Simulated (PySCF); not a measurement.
# Static response to an electric field

Compound: fluoroform, CHF3.
Cartesian coordinates in Å at the GFN2-xTB level; atoms count from 1:
```
atom  x, y, z in Å
F1    -0.902   -0.816   -0.481
C2     0.005   -0.008    0.054
F3     1.178   -0.257   -0.516
F4    -0.337    1.246   -0.220
H5     0.065   -0.163    1.146
```

Level: CAM-B3LYP/def2-SVPD (PySCF), static field, nuclei fixed, core orbitals frozen in the response. The polarisability tensor in these axes (au):

```
x   18.62  0.01 -0.05
y    0.01 18.61  0.14
z   -0.05  0.14 17.67
```

**Question.** Diagonalise the tensor; give its mean and Δα, where Δα² is half the sum of the squared differences of the eigenvalues.

**Answer.** Principal values 17.65, 18.62 and 18.63 au; mean 18.30 au = 2.71 Å³ = 3.02 × 10⁻⁴⁰ C²·m²/J; Δα = 0.97 au (5 % of the mean).

**Question.** What is the dipole moment, and where does it point?

**Answer.** (0.09, -0.23, 1.65) D, 1.67 D in size, pointing from the negative to the positive side. Measured along this direction, the outermost atoms are F1, F3 and F4 at the negative end and H5 at the positive end.

**Question.** Rayleigh depolarisation ratio (linearly polarised light, static tensor)?

**Answer.** ρ = 3Δα²/(45ᾱ² + 4Δα²) = 2.8/(15071 + 3.8) ≈ 0.000189.

**Question.** What molar refraction does this α imply?

**Answer.** Lorentz–Lorenz: R = (4π/3)N_A α = 2.5225 cm³/(mol·Å³) × 2.71 Å³ = 6.8 cm³/mol, in the limit of long wavelengths.

**Question.** In a dilute gas of rigid molecules at 250 K, how does the orientational term μ²/3kT compare with the electronic polarisability?

**Answer.** In Gaussian units μ²/3kT = 26.85 Å³ against 2.71 Å³, a ratio of 9.90; the Debye molar polarisation (4π/3)N_A(α + μ²/3kT) is 74.6 cm³/mol, leaving out the vibrational part.

**Question.** What are the principal values of the traceless quadrupole moment, Θ = ½Σq(3rr − r²1), about the centre of nuclear charge?

**Answer.** -1.86, -1.85, 3.71 D·Å. The values depend on the origin, since the dipole doesn't vanish. The electronic extent ⟨r²⟩ about the same centre is 208 bohr², a root-mean-square distance of 1.31 Å for the 34 electrons.

**Question.** Form Σ f/ω² (atomic units) for the 8 lowest TDDFT singlets, given as eV and f, and set it beside the mean polarisability, which is this sum over all singlets: 10.99, 0.0229; 11.63, 0.0000; 12.00, 0.0000; 12.00, 0.0000; 12.37, 0.2536; 12.49, 0.1342; 12.49, 0.1342; 12.76, 0.0148.

**Answer.** They add up to 2.71 au, 14.8 % of the 18.30 au; the largest single term is 1.23 au, from the state at 12.37 eV. Terms in order: 0.14, 0.00, 0.00, 0.00, 1.23, 0.64, 0.64, 0.07 au. Higher excitations give the rest. The strengths listed sum to 0.560.

Geometry: GFN2-xTB; no solvent, vibrations or thermal averaging.

These values come from a run that also computed excited states. Hardware: an Arm Neoverse V1 with one thread (shared host). Cost: 4.8 s wall.
